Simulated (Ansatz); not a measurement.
# Rh: strong compression

How does Rh (simple hexagonal type) answer strong compression, and how long do frozen cores keep up with all electrons? The runs shown use LAPW, crystal datasets and norm-conserving. Companion runs by PAW are cited. Its runs: the reference run (LAPW); volume scaled by 1 (crystal datasets and norm-conserving); volume scaled by 0.92 (LAPW); volume scaled by 0.84 (LAPW, crystal datasets and norm-conserving); volume scaled by 0.76 (LAPW); volume scaled by 0.68 (LAPW, crystal datasets and norm-conserving); volume scaled by 0.6 (LAPW and norm-conserving); volume scaled by 0.52 (LAPW); volume scaled by 0.45 (LAPW, crystal datasets and norm-conserving).

Program: Ansatz 0.2.0. Level of theory: DFT PBE, with the methods named in each step. These are calculated values, not measurements.

## 1. Starting point

The structure is hexagonal, space group P6/mmm (No. 191). The conventional cell has a = 2.639 Å, b = 2.639 Å, c = 2.546 Å, α = 90.00°, β = 90.00°, γ = 120.00°. Around Rh (site symmetry 6/mmm) lie 8 Rh at 2.55 to 2.64 Å.

Coordinates:

```cif
data_structure
_symmetry_space_group_name_H-M 'P6/mmm'
_symmetry_Int_Tables_number 191
_cell_length_a 2.6388
_cell_length_b 2.6388
_cell_length_c 2.5458
_cell_angle_alpha 90.000
_cell_angle_beta 90.000
_cell_angle_gamma 120.000
_cell_volume 15.35
loop_
_atom_site_label
_atom_site_type_symbol
_atom_site_symmetry_multiplicity
_atom_site_Wyckoff_symbol
_atom_site_fract_x
_atom_site_fract_y
_atom_site_fract_z
_atom_site_occupancy
Rh1 Rh 1 a 0.00000 0.00000 0.00000 1
```

The file gives the conventional cell by its symmetry; the runs use the cell typed in the input.

Whether this phase is the stable one at these pressures isn't tested.

## 2. The reference volume, LAPW

input.yaml reads:

```yaml
crystal:
  lattice:
    - [2.638768208, 0.0, 0.0]
    - [-1.319384104, 2.2852403028, 0.0]
    - [0.0, 0.0, 2.5457552804]
  atoms:
    - { symbol: Rh, position: [0.0, 0.0, 0.0] }
kpoints:
  mp_grid: { grid: [17, 17, 15] }
  band_path:
    path:
      - [0.0, 0.0, 0.0]
      - [0.5, 0.0, 0.0]
      - [0.3333333333, 0.3333333333, 0.0]
      - [0.0, 0.0, 0.0]
      - [0.0, 0.0, 0.5]
      - [0.5, 0.0, 0.5]
      - [0.3333333333, 0.3333333333, 0.5]
      - [0.0, 0.0, 0.5]
      - [0.5, 0.0, 0.5]
    npoints: 14
scf:
  occupations: { method: fermi_dirac, width: 0.1 }
hamiltonian:
  xc: pbe
  pseudopotentials: { kind: all_electron, lapw: { basis_error: 0.001 } }
output:
  forces: true
  stress: true
  eigenvalues: true
  populations: true
  dos: { projected: true, de: 0.2, e_range: [-14, 8] }
```

On the command line:

```sh
$ ansatz run input.yaml --threads 1 --pin off --max-ram 2048MiB --backend cpu --events-out ev --progress --plain --runs-dir out
```

Output, shortened:

```text
Rh: projections on atomic orbitals take those of the free atom 1s2 2s2 2p6 3s2 3p6 3d10 4s2 4p6 4d8 5s1, of charge +0.00 (hamiltonian.pseudopotentials.projection_atoms)
LAPW: plane waves up to 9.048 Å⁻¹, error target 1.0e-3 eV per atom; small_component_spin mean_spin; Rh in spheres of 1.273 Å, 27 of its electrons in bands, Dirac shells []
[...]
Pseudopotentials: kind: all_electron
Pseudopotential: Rh, LAPW, valence charge 27, Koelling and Harmon's equation, gaussian nucleus
Functional definition: PBE
[...]
Crystal: 1 atoms, lattice volume = 15.351 Å³
Basis set: ecut = 311.94108529297785 eV, 199 PW (Γ), exchange–correlation at level 2
[...]
Entropy (-TS):   -0.056388 eV (-56.388 meV/atom)
Fermi energy:    21.338524 eV
[...]
--- Forces (eV/Å), atoms counted from 1 ---
  atom   1  Rh    -0.00000000     0.00000000     0.00000000
[...]
--- Stress (GPa, compression-positive) ---
       -0.041629       0.000000       0.000000
        0.000000      -0.041629       0.000000
        0.000000       0.000000      -0.046213
  P = ⅓ Tr σ = -0.0432 GPa (-0.432 kbar)
--- Band table (eV; the first three rows and the last of 264) ---
  k-point 0: bands = ["-275.1648", "-275.1648", "-275.1438", "-275.1240", "-275.1240", "-57.1430", "-24.6679", "-24.6679", "-24.6251", "14.2889", "16.2184", "18.7894", "18.7894", "22.1851", "22.1851", "37.5380", "37.6781", "43.9709"]
[...]
--- Löwdin populations: 1 site ---
  site symbol       q [e]
     0     Rh     44.9259
  spilling = 0.001647 (of n_electrons = 45.000000)
```

Wall time 28 s (1 thread of Arm Neoverse V1, shared host); peak memory 0.43 GiB.

In short: pressure -0.04 GPa; no gap.

Levels at the path's labelled points, in eV from the Fermi level:

| point | band 10 | band 11 | band 12 | band 13 | band 14 | band 15 | band 16 |
| --- | --- | --- | --- | --- | --- | --- | --- |
| Γ | -7.05 | -5.12 | -2.55 | -2.55 | 0.85 | 0.85 | 16.20 |
| M | -5.51 | -4.03 | -1.37 | 0.38 | 0.93 | 1.23 | 7.80 |
| K | -3.85 | -3.12 | -3.12 | -0.71 | -0.71 | 7.20 | 7.20 |
| Γ | -7.05 | -5.12 | -2.55 | -2.55 | 0.85 | 0.85 | 16.20 |
| A | -4.74 | -2.11 | -2.11 | -1.02 | -1.02 | -0.27 | 6.19 |
| L | -5.46 | -4.58 | -1.87 | 1.40 | 2.09 | 6.62 | 6.76 |
| H | -4.21 | -4.21 | -1.95 | -1.95 | 1.69 | 9.91 | 12.99 |
| A | -4.74 | -2.11 | -2.11 | -1.02 | -1.02 | -0.27 | 6.19 |
| L | -5.46 | -4.58 | -1.87 | 1.40 | 2.09 | 6.62 | 6.76 |

States per cell, counted by energy window (eV from the Fermi level, on a grid of 0.20 eV):

| from | to | total | Rh 4d | Rh 5s |
| --- | --- | --- | --- | --- |
| -8 | -7 | 0.00 | 0.00 | 0.00 |
| -7 | -6 | 0.05 | 0.00 | 0.04 |
| -6 | -5 | 0.34 | 0.19 | 0.13 |
| -5 | -4 | 1.82 | 1.56 | 0.25 |
| -4 | -3 | 1.79 | 1.67 | 0.11 |
| -3 | -2 | 1.43 | 1.33 | 0.07 |
| -2 | -1 | 1.47 | 1.42 | 0.04 |
| -1 | 0 | 1.95 | 1.84 | 0.09 |
| 0 | 1 | 1.36 | 1.22 | 0.10 |
| 1 | 2 | 0.59 | 0.45 | 0.10 |
| 2 | 3 | 0.25 | 0.08 | 0.11 |
| 3 | 4 | 0.23 | 0.05 | 0.10 |
| 4 | 5 | 0.21 | 0.03 | 0.09 |

## 3. Volume scaled by 1, crystal datasets

input.yaml reads:

```yaml
crystal:
  lattice:
    - [2.638768208, 0.0, 0.0]
    - [-1.319384104, 2.2852403028, 0.0]
    - [0.0, 0.0, 2.5457552804]
  atoms:
    - { symbol: Rh, position: [0.0, 0.0, 0.0] }
kpoints:
  mp_grid: { grid: [17, 17, 15] }
scf:
  occupations: { method: fermi_dirac, width: 0.1 }
hamiltonian:
  xc: pbe
  pseudopotentials: { kind: all_electron, datasets: crystal }
output:
  forces: true
  stress: true
  eigenvalues: true
```

On the command line:

```sh
$ ansatz run input.yaml --threads 1 --pin off --max-ram 2048MiB --backend cpu --events-out ev --progress --plain --runs-dir out
```

Output, shortened:

```text
[...]
[... 1 set-up line as earlier in the session ...]
Pseudopotential: Rh, paw, valence charge 17, recommended cutoff 340 eV (normal), Koelling and Harmon's equation, gaussian nucleus
[... 1 set-up line as earlier in the session ...]
[...]
Crystal: 1 atoms, lattice volume = 15.351 Å³
Basis set: ecut = 340 eV, 211 PW (Γ), exchange–correlation on 32×32×32 points (8 copies of the dense FFT grid, shifted against one another)
[...]
  atom   1  Rh    -0.00000000     0.00000000     0.00000000
[...]
--- Stress (GPa, compression-positive) ---
       -0.039394       0.000000       0.000000
       -0.000000      -0.039394       0.000000
        0.000000       0.000000      -0.036612
  P = ⅓ Tr σ = -0.0385 GPa (-0.385 kbar)
  It holds what live shells' own plane waves past their cutoff add
--- Band table (eV; the first three rows and the last of 264) ---
  k-point 0: bands = ["14.2888", "16.2183", "18.7895", "18.7895", "22.1849", "22.1849", "37.5379"]
[...]
```

Wall time 12 s (1 thread of Arm Neoverse V1, shared host); peak memory 0.45 GiB.

Read from it: pressure -0.04 GPa; no gap.

## 4. Volume scaled by 1, norm-conserving

input.yaml, as its differences from that of step 3:

```diff
@@ -13,3 +13,3 @@
   xc: pbe
-  pseudopotentials: { kind: all_electron, datasets: crystal }
+  pseudopotentials: { kind: nc }
 output:
```

On the command line:

```sh
$ ansatz run input.yaml --threads 1 --pin off --max-ram 2048MiB --backend cpu --events-out ev --progress --plain --runs-dir out
```

Output, shortened:

```text
[...]
Pseudopotentials: kind: nc
Pseudopotential: Rh, nc, valence charge 17, recommended cutoff 1197.300995 eV (normal), Rh.nc.azcp
[... 1 set-up line as earlier in the session ...]
[...]
Crystal: 1 atoms, lattice volume = 15.351 Å³
Basis set: ecut = 1197.300995 eV, 1461 PW (Γ), exchange–correlation on 60×60×60 points (8 copies of the dense FFT grid, shifted against one another)
[...]
  atom   1  Rh     0.00000000     0.00000000     0.00000000
[...]
--- Stress (GPa, compression-positive) ---
        0.051981      -0.000000       0.000000
       -0.000000       0.051981       0.000000
        0.000000       0.000000      -0.001285
  P = ⅓ Tr σ = 0.0342 GPa (0.342 kbar)
--- Band table (eV; the first three rows and the last of 264) ---
  k-point 0: bands = ["-58.8361", "-26.3628", "-26.3628", "-26.3179", "12.5858", "14.5122", "17.0841", "17.0841", "20.4837", "20.4837", "35.8392", "35.9755", "42.2814"]
[...]
```

It took 15 s on 1 thread of Arm Neoverse V1, shared host; peak memory 0.37 GiB.

Read from it: pressure 0.03 GPa; no gap.

## 5. Volume scaled by 0.92, LAPW

input.yaml reads:

```yaml
crystal:
  lattice:
    - [2.5711442667, 0.0, 0.0]
    - [-1.2855721333, 2.2266762517, 0.0]
    - [0.0, 0.0, 2.4669143746]
  atoms:
    - { symbol: Rh, position: [0.0, 0.0, 0.0] }
kpoints:
  mp_grid: { grid: [17, 17, 15] }
scf:
  occupations: { method: fermi_dirac, width: 0.1 }
hamiltonian:
  xc: pbe
  pseudopotentials: { kind: all_electron, lapw: { basis_error: 0.001 } }
output:
  forces: true
  stress: true
  eigenvalues: true
  populations: true
```

On the command line:

```sh
$ ansatz run input.yaml --threads 1 --pin off --max-ram 2048MiB --backend cpu --events-out ev --progress --plain --runs-dir out
```

Output, shortened:

```text
Rh: projections on atomic orbitals take those of the free atom 1s2 2s2 2p6 3s2 3p6 3d10 4s2 4p6 4d8 5s1, of charge +0.00 (hamiltonian.pseudopotentials.projection_atoms)
LAPW: plane waves up to 9.359 Å⁻¹, error target 1.0e-3 eV per atom; small_component_spin mean_spin; Rh in spheres of 1.233 Å, 33 of its electrons in bands, Dirac shells []
[...]
[... 1 set-up line as earlier in the session ...]
[...]
  atom   1  Rh    -0.00000000     0.00000000     0.00000000
[...]
--- Stress (GPa, compression-positive) ---
       21.321219       0.000000      -0.000000
        0.000000      21.321219      -0.000000
       -0.000000      -0.000000      21.373715
  P = ⅓ Tr σ = 21.3387 GPa (213.387 kbar)
--- Band table (eV; the first three rows and the last of 264) ---
[... band rows left out ...]
[...]
--- Löwdin populations: 1 site ---
  site symbol       q [e]
     0     Rh     44.9247
  spilling = 0.001672 (of n_electrons = 45.000000)
```

Wall time 28 s (1 thread of Arm Neoverse V1, shared host); peak memory 0.43 GiB.

In short: pressure 21.34 GPa; no gap.

## 6. Volume scaled by 0.84, LAPW

input.yaml, as its differences from that of step 5:

```diff
@@ -2,5 +2,5 @@
   lattice:
-    - [2.5711442667, 0.0, 0.0]
-    - [-1.2855721333, 2.2266762517, 0.0]
-    - [0.0, 0.0, 2.4669143746]
+    - [2.4978530969, 0.0, 0.0]
+    - [-1.2489265484, 2.1632042368, 0.0]
+    - [0.0, 0.0, 2.3865175863]
   atoms:
```

On the command line:

```sh
$ ansatz run input.yaml --threads 1 --pin off --max-ram 2048MiB --backend cpu --events-out ev --progress --plain --runs-dir out
```

Output, shortened:

```text
Rh: projections on atomic orbitals take those of the free atom 1s2 2s2 2p6 3s2 3p6 3d10 4s2 4p6 4d8 5s1, of charge +0.00 (hamiltonian.pseudopotentials.projection_atoms)
LAPW: plane waves up to 9.693 Å⁻¹, error target 1.0e-3 eV per atom; small_component_spin mean_spin; Rh in spheres of 1.193 Å, 33 of its electrons in bands, Dirac shells []
[...]
[... 1 set-up line as earlier in the session ...]
[...]
  atom   1  Rh    -0.00000000     0.00000000     0.00000000
[...]
--- Stress (GPa, compression-positive) ---
       56.172540      -0.000000       0.000000
        0.000000      56.172540       0.000000
        0.000000       0.000000      56.206787
  P = ⅓ Tr σ = 56.1840 GPa (561.840 kbar)
--- Band table (eV; the first three rows and the last of 264) ---
[... band rows left out ...]
[...]
--- Löwdin populations: 1 site ---
  site symbol       q [e]
     0     Rh     44.9240
  spilling = 0.001690 (of n_electrons = 45.000000)
```

It took 28 s on 1 thread of Arm Neoverse V1, shared host; peak memory 0.45 GiB.

This run gives: pressure 56.18 GPa; no gap.

## 7. Volume scaled by 0.84, crystal datasets

input.yaml, as its differences from that of step 6:

```diff
@@ -13,3 +13,3 @@
   xc: pbe
-  pseudopotentials: { kind: all_electron, lapw: { basis_error: 0.001 } }
+  pseudopotentials: { kind: all_electron, datasets: crystal }
 output:
@@ -18,2 +18 @@
   eigenvalues: true
-  populations: true
```

On the command line:

```sh
$ ansatz run input.yaml --threads 1 --pin off --max-ram 2048MiB --backend cpu --events-out ev --progress --plain --runs-dir out
```

Output, shortened:

```text
[...]
[... 1 set-up line as earlier in the session ...]
Pseudopotential: Rh, paw, valence charge 17, recommended cutoff 420 eV (normal), Koelling and Harmon's equation, gaussian nucleus
[... 1 set-up line as earlier in the session ...]
[...]
Crystal: 1 atoms, lattice volume = 12.895 Å³
Basis set: ecut = 420 eV, 253 PW (Γ), exchange–correlation on 36×36×32 points (8 copies of the dense FFT grid, shifted against one another)
[...]
  atom   1  Rh     0.00000000    -0.00000000     0.00000000
[...]
--- Stress (GPa, compression-positive) ---
       56.175065       0.000000       0.000000
        0.000000      56.175065       0.000000
        0.000000       0.000000      56.218258
  P = ⅓ Tr σ = 56.1895 GPa (561.895 kbar)
  It holds what live shells' own plane waves past their cutoff add
--- Band table (eV; the first three rows and the last of 264) ---
  k-point 0: bands = ["18.3406", "19.9919", "23.2769", "23.2769", "27.7715", "27.7715", "42.7793"]
[...]
```

Wall time 13 s (1 thread of Arm Neoverse V1, shared host); peak memory 0.46 GiB.

This run gives: pressure 56.19 GPa; no gap.

## 8. Volume scaled by 0.84, norm-conserving

input.yaml, as its differences from that of step 7:

```diff
@@ -13,3 +13,3 @@
   xc: pbe
-  pseudopotentials: { kind: all_electron, datasets: crystal }
+  pseudopotentials: { kind: nc }
 output:
```

On the command line:

```sh
$ ansatz run input.yaml --threads 1 --pin off --max-ram 2048MiB --backend cpu --events-out ev --progress --plain --runs-dir out
```

Output, shortened:

```text
[...]
[... 3 set-up lines as earlier in the session ...]
[...]
Crystal: 1 atoms, lattice volume = 12.895 Å³
Basis set: ecut = 1197.300995 eV, 1207 PW (Γ), exchange–correlation on 60×60×54 points (8 copies of the dense FFT grid, shifted against one another)
[...]
  atom   1  Rh     0.00000000     0.00000000     0.00000000
[...]
--- Stress (GPa, compression-positive) ---
       56.411995       0.000000       0.000000
        0.000000      56.411995       0.000000
        0.000000       0.000000      56.419361
  P = ⅓ Tr σ = 56.4145 GPa (564.145 kbar)
--- Band table (eV; the first three rows and the last of 264) ---
  k-point 0: bands = ["-54.4240", "-21.6858", "-21.6858", "-21.6348", "16.3139", "17.9606", "21.2466", "21.2466", "25.7455", "25.7455", "40.7516", "42.2572", "48.8834"]
[...]
```

Wall time 12 s (1 thread of Arm Neoverse V1, shared host); peak memory 0.34 GiB.

In short: pressure 56.41 GPa; no gap.

## 9. Volume scaled by 0.76, LAPW

input.yaml reads:

```yaml
crystal:
  lattice:
    - [2.4187067491, 0.0, 0.0]
    - [-1.2093533745, 2.0946614891, 0.0]
    - [0.0, 0.0, 2.3028534377]
  atoms:
    - { symbol: Rh, position: [0.0, 0.0, 0.0] }
kpoints:
  mp_grid: { grid: [17, 17, 15] }
scf:
  occupations: { method: fermi_dirac, width: 0.1 }
hamiltonian:
  xc: pbe
  pseudopotentials: { kind: all_electron, lapw: { basis_error: 0.001 } }
output:
  forces: true
  stress: true
  eigenvalues: true
  populations: true
```

On the command line:

```sh
$ ansatz run input.yaml --threads 1 --pin off --max-ram 2048MiB --backend cpu --events-out ev --progress --plain --runs-dir out
```

Output, shortened:

```text
Rh: projections on atomic orbitals take those of the free atom 1s2 2s2 2p6 3s2 3p6 3d10 4s2 4p6 4d8 5s1, of charge +0.00 (hamiltonian.pseudopotentials.projection_atoms)
LAPW: plane waves up to 10.062 Å⁻¹, error target 1.0e-3 eV per atom; small_component_spin mean_spin; Rh in spheres of 1.151 Å, 33 of its electrons in bands, Dirac shells []
[...]
[... 1 set-up line as earlier in the session ...]
[...]
  atom   1  Rh     0.00000000     0.00000000     0.00000000
[...]
--- Stress (GPa, compression-positive) ---
      113.273355       0.000000       0.000000
        0.000000     113.273355       0.000000
        0.000000       0.000000     113.291198
  P = ⅓ Tr σ = 113.2793 GPa (1132.793 kbar)
--- Band table (eV; the first three rows and the last of 264) ---
[... band rows left out ...]
[...]
--- Löwdin populations: 1 site ---
  site symbol       q [e]
     0     Rh     44.9234
  spilling = 0.001703 (of n_electrons = 45.000000)
```

Wall time 28 s (1 thread of Arm Neoverse V1, shared host); peak memory 0.46 GiB.

Result: pressure 113.28 GPa; no gap.

## 10. Volume scaled by 0.68, LAPW

input.yaml, as its differences from that of step 9:

```diff
@@ -2,5 +2,5 @@
   lattice:
-    - [2.4187067491, 0.0, 0.0]
-    - [-1.2093533745, 2.0946614891, 0.0]
-    - [0.0, 0.0, 2.3028534377]
+    - [2.3328760865, 0.0, 0.0]
+    - [-1.1664380432, 2.0203299548, 0.0]
+    - [0.0, 0.0, 2.2148519904]
   atoms:
```

On the command line:

```sh
$ ansatz run input.yaml --threads 1 --pin off --max-ram 2048MiB --backend cpu --events-out ev --progress --plain --runs-dir out
```

Output, shortened:

```text
Rh: projections on atomic orbitals take those of the free atom 1s2 2s2 2p6 3s2 3p6 3d10 4s2 4p6 4d8 5s1, of charge +0.00 (hamiltonian.pseudopotentials.projection_atoms)
LAPW: plane waves up to 10.473 Å⁻¹, error target 1.0e-3 eV per atom; small_component_spin mean_spin; Rh in spheres of 1.107 Å, 35 of its electrons in bands, Dirac shells []
[...]
[... 1 set-up line as earlier in the session ...]
[...]
  atom   1  Rh     0.00000000     0.00000000     0.00000000
[...]
--- Stress (GPa, compression-positive) ---
      208.453963       0.000000      -0.000000
        0.000000     208.453963       0.000000
       -0.000000       0.000000     208.344139
  P = ⅓ Tr σ = 208.4174 GPa (2084.174 kbar)
--- Band table (eV; the first three rows and the last of 264) ---
[... band rows left out ...]
[...]
--- Löwdin populations: 1 site ---
  site symbol       q [e]
     0     Rh     44.9225
  spilling = 0.001722 (of n_electrons = 45.000000)
```

Run time: 30 s. Hardware: 1 thread of Arm Neoverse V1, shared host; peak memory 0.47 GiB.

This run gives: pressure 208.42 GPa; no gap.

## 11. Volume scaled by 0.68, crystal datasets

input.yaml, as its differences from that of step 10:

```diff
@@ -13,3 +13,3 @@
   xc: pbe
-  pseudopotentials: { kind: all_electron, lapw: { basis_error: 0.001 } }
+  pseudopotentials: { kind: all_electron, datasets: crystal }
 output:
@@ -18,2 +18 @@
   eigenvalues: true
-  populations: true
```

On the command line:

```sh
$ ansatz run input.yaml --threads 1 --pin off --max-ram 2048MiB --backend cpu --events-out ev --progress --plain --runs-dir out
```

Output, shortened:

```text
[...]
[... 1 set-up line as earlier in the session ...]
Pseudopotential: Rh, paw, valence charge 17, recommended cutoff 460 eV (normal), Koelling and Harmon's equation, gaussian nucleus
[... 1 set-up line as earlier in the session ...]
[...]
Crystal: 1 atoms, lattice volume = 10.439 Å³
Basis set: ecut = 460 eV, 229 PW (Γ), exchange–correlation on 36×36×32 points (8 copies of the dense FFT grid, shifted against one another)
[...]
  atom   1  Rh     0.00000000     0.00000000     0.00000000
[...]
--- Stress (GPa, compression-positive) ---
      208.452087       0.000000      -0.000000
       -0.000000     208.452087       0.000000
       -0.000000       0.000000     208.350746
  P = ⅓ Tr σ = 208.4183 GPa (2084.183 kbar)
--- Band table (eV; the first three rows and the last of 264) ---
  k-point 0: bands = ["-45.6443", "-12.3100", "-12.3100", "-12.2482", "24.5322", "25.4315", "29.7367", "29.7367", "36.0088", "36.0088", "49.8812"]
[...]
```

Run time: 16 s. Hardware: 1 thread of Arm Neoverse V1, shared host; peak memory 0.51 GiB.

This run gives: pressure 208.42 GPa; no gap.

## 12. Volume scaled by 0.68, norm-conserving

input.yaml, as its differences from that of step 11:

```diff
@@ -13,3 +13,3 @@
   xc: pbe
-  pseudopotentials: { kind: all_electron, datasets: crystal }
+  pseudopotentials: { kind: nc }
 output:
```

On the command line:

```sh
$ ansatz run input.yaml --threads 1 --pin off --max-ram 2048MiB --backend cpu --events-out ev --progress --plain --runs-dir out
```

Output, shortened:

```text
[...]
[... 3 set-up lines as earlier in the session ...]
[...]
Crystal: 1 atoms, lattice volume = 10.439 Å³
Basis set: ecut = 1197.300995 eV, 997 PW (Γ), exchange–correlation on 54×54×50 points (8 copies of the dense FFT grid, shifted against one another)
[...]
  atom   1  Rh     0.00000000     0.00000000     0.00000000
[...]
--- Stress (GPa, compression-positive) ---
      209.168565       0.000000      -0.000000
        0.000000     209.168565       0.000000
       -0.000000       0.000000     209.123264
  P = ⅓ Tr σ = 209.1535 GPa (2091.535 kbar)
--- Band table (eV; the first three rows and the last of 264) ---
  k-point 0: bands = ["-48.1302", "-14.7992", "-14.7992", "-14.7357", "22.0295", "22.9210", "27.2285", "27.2285", "33.5039", "33.5039", "47.3741", "51.1533", "58.0921"]
[...]
```

Run time: 9.2 s. Hardware: 1 thread of Arm Neoverse V1, shared host; peak memory 0.32 GiB.

In short: pressure 209.15 GPa; no gap.

(Part 1 of 2 ends here.)
